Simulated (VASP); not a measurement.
## SnSe2: relaxation of cell and atoms with AM05

SnSe2:

```xyz
3
Lattice="3.8110 0.0000 0.0000 -1.9055 3.3004 0.0000 0.0000 0.0000 6.1360" Properties=species:S:1:pos:R:3 pbc="T T T"
Sn    0.0000    0.0000    0.0000
Se    1.9055    1.1001    4.6081
Se    0.0000    2.2003    1.5279
```

| Item | Value |
| --- | --- |
| Program | VASP 6.6.1 |
| Task | relaxation of cell and atoms |
| Functional | AM05 |
| Potentials or basis | VASP PAW PBE potentials, release 64 (Sn_d, Se) |
| Cutoff | 600 eV |
| k mesh | 8 × 8 × 5 |
| Occupations | fermi-dirac, width 0.05 eV |
| Spin | no spin polarisation |
| Further INCAR settings | ALGO = Fast; EDIFF = 1e-07; IBRION = 2; EDIFFG = -0.01; NSW = 40; ISIF = 3 |

The relaxed volume is 35.30 Å³/atom, the relaxed cell is a = 3.814 Å, b = 3.814 Å, c = 8.406 Å, α = 90.00°, β = 90.00°, γ = 120.00° and the space group after relaxing (to 0.05 Å) is P-3m1 (No. 164). The energy gained by relaxing is 18.9 meV/atom and the ionic steps are 24. The pressure after relaxing is 0.0 GPa and the largest force after relaxing is 0.010 eV/Å. The band gap on the k mesh is 0.78 eV, indirect (least direct gap 1.13 eV).

Forces in eV/Å, atoms in the order of the input:
```
Sn   0.000  0.000  0.000
Se   0.000  0.000 -0.010
Se   0.000  0.000  0.010
```

The path:
```
step  energy change (eV)  largest force (eV/Å)  pressure (GPa)  volume (Å³)
   1              0.0000                0.5244            2.91        77.18
   2             -0.0144                0.3801           -2.25        82.51
   3             -0.0357                0.0082           -0.19        80.11
   4             -0.0357                0.0017           -0.13        80.05
   5             -0.0382                0.0352           -0.01        79.90
   6             -0.0392                0.0756            0.12        79.72
   7             -0.0399                0.0760            0.09        79.93
   8             -0.0420                0.0774            0.02        80.55
   9             -0.0452                0.0778           -0.09        81.78
  10             -0.0492                0.0695           -0.17        84.24
  11             -0.0531                0.0095           -0.04        89.17
  12             -0.0463                0.3206            0.96        99.02
  13             -0.0467                0.3149            0.94        99.16
  14             -0.0478                0.2979            0.86        99.58
  15             -0.0497                0.2648            0.73       100.43
  16             -0.0526                0.2022            0.46       102.13
  17             -0.0552                0.0913            0.03       105.54
  18             -0.0552                0.0536           -0.13       106.77
  19             -0.0552                0.0594           -0.10       106.59
  20             -0.0555                0.0562           -0.09       106.53
  21             -0.0560                0.0474           -0.04       106.34
  22             -0.0566                0.0292            0.04       105.96
  23             -0.0566                0.0228            0.06       105.82
  24             -0.0567                0.0099            0.02       105.89
```

Final structure:
```xyz
3
Lattice="3.8139 0.0000 0.0000 -1.9069 3.3029 0.0000 0.0000 0.0000 8.4064" Properties=species:S:1:pos:R:3 pbc="T T T"
Sn    0.0000    0.0000    0.0000
Se    1.9069    1.1010    6.8253
Se    0.0000    2.2019    1.5811
```

Levels at points of the mesh, in eV from the valence-band top:
| k point | band 9 | band 10 | band 11 | band 12 | band 13 | band 14 | band 15 | band 16 | band 17 |
| --- | --- | --- | --- | --- | --- | --- | --- | --- | --- |
| (0.00, 0.00, 0.00) | -1.04 | -0.49 | -0.49 | -0.09 | -0.09 | 1.52 | 3.08 | 4.61 | 4.61 |
| (0.50, 0.00, 0.00) | -4.48 | -2.37 | -2.28 | -0.74 | -0.34 | 0.81 | 4.03 | 5.63 | 5.79 |

It took 13 min on 1 thread of Intel(R) Xeon(R) Platinum 8488C (Sapphire Rapids) (shared host), peak memory 0.25 GiB.

Caveat: the volume moved by over 15 % at a fixed basis, so the end points are rough; the PAW data sets were made with another functional, which shifts forces and pressure a little; spin-orbit coupling is left out, which moves the levels of the heavy elements; an odd mesh through Γ misses points on the zone boundary, where band edges often lie; this functional lacks dispersion, which binds the layers, so the pressure and a relaxed spacing across them are unreliable, and here the layers came unbound; the volume moved by +37 % from the deposited cell, more than functionals usually miss. Zero-point motion and thermal expansion aren't in these numbers.
